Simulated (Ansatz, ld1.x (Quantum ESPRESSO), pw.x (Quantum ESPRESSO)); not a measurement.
## Equation-of-state test of one RRKJ potential (Mn (Z = 25))

ld1.x (Quantum ESPRESSO) 7.5 input, shortened:

```
&input
   title='Mn', zed=25., rel=1, dft='PBE', iswitch=3,
   config='[Ar] 3d5 4s1.75 4p0.25 4f-2'
 /
 &inputp
   pseudotype=2, tm=.false., lloc=0,
   nlcc=.false.
 /
4
4P  2  1   0.25   0.00  2.35  2.35  0.0
3D  3  2   5.00   0.00  1.75  1.75  0.0
4F  4  3  -2.00   0.10  2.15  2.15  0.0
4S  1  0   1.75   0.00  2.50  2.50  0.0
 &test
   configts(1)='3d5 4s1.75 4p0.25'
 /
```

Crystal test: diamond Mn in pw.x 7.5, no spin, 9³ k-points, Fermi–Dirac smearing 0.01 Ry, cutoffs 110/440 Ry. The reference is all-electron LAPW (Ansatz 0.2.0) with the same functional, mesh and smearing; V0 and B0 come from Birch–Murnaghan fits to the pressures at five volumes. Errors are pseudo minus all-electron; Δ is the rms difference of the E(V) curves that follow from these fits, minima aligned, over ±6 % about the mean V0. Mesh and smearing are coarse, so the numbers serve the comparison and aren't converged zero-temperature values; the lattice is a test structure that the element need not adopt. Spin polarisation and strong correlation are left out, which matters for this element.

All-electron: a0 = 4.953 Å (V0 = 15.19 Å³/atom), B0 = 143.7 GPa.

Question: How far does the potential miss the all-electron equation of state?

Answer: mean pressure error (GPa): +6.48; a0 (Å): 5.026; a0 error (%): +1.47; B0 error (%): -6.2; Δ (meV/atom): 20.6. The largest radius (2.50 bohr) exceeds half the bond length (2.03 bohr), so the spheres overlap, which is one possible source of error among others. This is a poor potential for the solid. Atomic configuration tests: 1 of 7 tests not solved or not reliable.

```
V (Å³/atom)  P all-electron (GPa)  P pseudo (GPa)
     14.429                  8.26           15.59
     14.808                  3.88           10.77
     15.188                  0.04            6.50
     15.568                 -3.33            2.73
     15.947                 -6.29           -0.61
```

Question: At the middle volume, how do free energy and pressure move when the wave cutoff is lowered (ecutrho kept at four times it)?

Answer:

```json
{"cutoff (Ry)": "50", "shift of F (meV/atom)": "+543.0", "shift of P (GPa)": "-55.06"}
{"cutoff (Ry)": "66", "shift of F (meV/atom)": "+33.8", "shift of P (GPa)": "+0.01"}
{"cutoff (Ry)": "88", "shift of F (meV/atom)": "+2.1", "shift of P (GPa)": "-0.10"}
```

The run at the middle volume (35 k-points, 11 iterations) took about 43 s on one core of a shared host (Neoverse-V1, 32 threads, 247 GiB, load 27).
